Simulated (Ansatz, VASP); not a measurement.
**SnSe: VASP beside Ansatz**

```
Sn Se
1.0
     3.18210    0.00000    0.00000
     0.00000    3.18210    0.00000
     0.00000    0.00000    3.18210
Sn Se
1 1
Direct
  0.50000 0.50000 0.50000
  0.00000 0.00000 0.00000
```

Measurements of this composition are mostly on another form, of space group No. 62.

Alike in both runs: task relaxation of cell and atoms; functional r2SCAN; k mesh 6 × 6 × 6; occupations gaussian, width 0.1 eV; no spin polarisation.

```csv
,VASP,Ansatz
version,VASP 6.6.1,Ansatz 0.2.0
potentials or method,"VASP PAW PBE potentials, release 64 (Sn_d, Se)","scalar-relativistic, plane waves, PAW"
plane-wave cutoff (eV),600,500
valence electrons in the cell,20,30
```

VASP gave:

| Item | Value |
| --- | --- |
| gap on the k mesh at the Fermi level, each at its own relaxed structure (eV) | none |
| relaxed volume (Å³/atom) | 24.60 |
| relaxed cell length with the largest relative difference (Å) | 3.664 |
| energy change over the relaxation (meV/atom) | -1057 |

**Question.** Which values does Ansatz return?

**Answer.** gap on the k mesh at the Fermi level, each at its own relaxed structure (eV): none; relaxed volume (Å³/atom): 24.71; relaxed cell length with the largest relative difference (Å): 3.670; energy change over the relaxation (meV/atom): -1048.

A gap of «none» marks a metal or a gap that the smearing closes. The two sets of potentials don't hold the same shells in valence.

Caveats: the volume moved by over 15 % at a fixed basis, so the end points are rough (VASP); the PAW data sets were made with another functional, which shifts forces and pressure a little (VASP).
